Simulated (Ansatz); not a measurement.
# Li2Se: Wannier functions and tight-binding models

Where do the localised orbitals of Li2Se sit, how far are they spread, and how do the settings change that? Plan: PBE, anion s p, 6×6×6; PBE, anion s p, 4×4×4; PBE, anion p, 6×6×6; PBE, all s p, disentangled, 6×6×6; r2SCAN, anion s p, 6×6×6; r2SCAN, anion p, 6×6×6; r2SCAN, all s p, disentangled, 6×6×6; HSE06, anion s p, 6×6×6 (level, trial orbitals, Wannier mesh).

Computed with Ansatz 0.2.0 (plane waves, PAW, unless a step's input says otherwise).

1 further run of the same task is left out (it didn't finish).

## Step 1: The system as given

Symmetry: Fm-3m, No. 225, cubic system. Conventional cell: a = 5.987 Å, b = 5.987 Å, c = 5.987 Å, α = 90.00°, β = 90.00°, γ = 90.00°. Li (site symmetry -43m) has 4 Se at 2.59 Å as nearest neighbours. Se (site symmetry m-3m) is surrounded by 8 Li at 2.59 Å.

As a file:

```
CELL_PARAMETERS angstrom
0.00000 2.99346 2.99346
2.99346 0.00000 2.99346
2.99346 2.99346 0.00000
ATOMIC_POSITIONS crystal
Li 0.25000 0.25000 0.25000
Li 0.75000 0.75000 0.75000
Se 0.00000 0.00000 0.00000
```

The cell was relaxed beforehand with r2SCAN; those runs aren't shown.

## Step 2: PBE, anion s p, 6×6×6

Input file input.yaml:

```yaml
crystal:
  lattice:
    - [0.0, 2.9934588658, 2.9934588658]
    - [2.9934588658, 0.0, 2.9934588658]
    - [2.9934588658, 2.9934588658, 0.0]
  atoms:
    - { symbol: Li, position: [0.25, 0.25, 0.25] }
    - { symbol: Li, position: [0.75, 0.75, 0.75] }
    - { symbol: Se, position: [0.0, 0.0, 0.0] }
kpoints:
  mp_grid: { grid: [6, 6, 6] }
  band_path:
    path:
      - [[0.0, 0.0, 0.0], [0.5, -1.063855447274e-36, 0.5], [0.625, 0.25, 0.625]]
      - [[0.375, 0.375, 0.75], [0.0, 0.0, 0.0], [0.5, 0.5, 0.5], [0.5, 0.25, 0.75], [0.5, -1.063855447274e-36, 0.5]]
    npoints: 10
hamiltonian:
  xc: pbe
scf:
  occupations: { method: fixed }
  n_extra_bands: 6
output:
  forces: false
  stress: false
  eigenvalues: true
  wannier:
    kmesh: [6, 6, 6]
    projections: [{ species: Se, l: s }, { species: Se, l: p }]
    minimise: true
    write_hr: true
    conv_tol: 1.0e-08
    max_iter: 3000
```

The run is started by

```bash
$ ansatz run input.yaml --threads 4 --pin off --max-ram 3686MiB --backend cpu --events-out ev --progress --plain --runs-dir out
```

After this run come: PBE, anion s p, 4×4×4; PBE, anion p, 6×6×6; PBE, all s p, disentangled, 6×6×6; r2SCAN, anion s p, 6×6×6; r2SCAN, anion p, 6×6×6; r2SCAN, all s p, disentangled, 6×6×6; HSE06, anion s p, 6×6×6.

Q: Predict the results of all the runs planned. Wanted: total spread, PBE, anion s p, 6×6×6; total spread, PBE, anion s p, 4×4×4; total spread, PBE, anion p, 6×6×6; total spread, PBE, all s p, disentangled, 6×6×6; total spread, r2SCAN, anion s p, 6×6×6; total spread, r2SCAN, anion p, 6×6×6; total spread, r2SCAN, all s p, disentangled, 6×6×6; total spread, HSE06, anion s p, 6×6×6; centres of the first set.

**Answer**, as computed:

| quantity | value |
| --- | --- |
| total spread, PBE, anion s p, 6×6×6 | 6.68 Å² over 4 functions |
| total spread, PBE, anion s p, 4×4×4 | 6.28 Å² over 4 functions |
| total spread, PBE, anion p, 6×6×6 | 6.63 Å² over 3 functions |
| total spread, PBE, all s p, disentangled, 6×6×6 | 21.82 Å² over 12 functions |
| total spread, r2SCAN, anion s p, 6×6×6 | 6.48 Å² over 4 functions |
| total spread, r2SCAN, anion p, 6×6×6 | 6.43 Å² over 3 functions |
| total spread, r2SCAN, all s p, disentangled, 6×6×6 | 23.73 Å² over 12 functions |
| total spread, HSE06, anion s p, 6×6×6 | 6.52 Å² over 4 functions |
| centres of the first set | 0.54 Å from the nearest atom |

What this shows: With PBE, anion s p, 6×6×6 the 4 functions move off the atoms, with a mean spread of 1.67 Å²; 82 % of the total is gauge invariant. The total spread goes from 6.28 Å² on 4×4×4 to 6.68 Å² on 6×6×6: finite differences in k understate it on coarse meshes. On one set and mesh the functional gives 6.68 (PBE), 6.48 (r2SCAN), 6.52 (HSE06) Å².
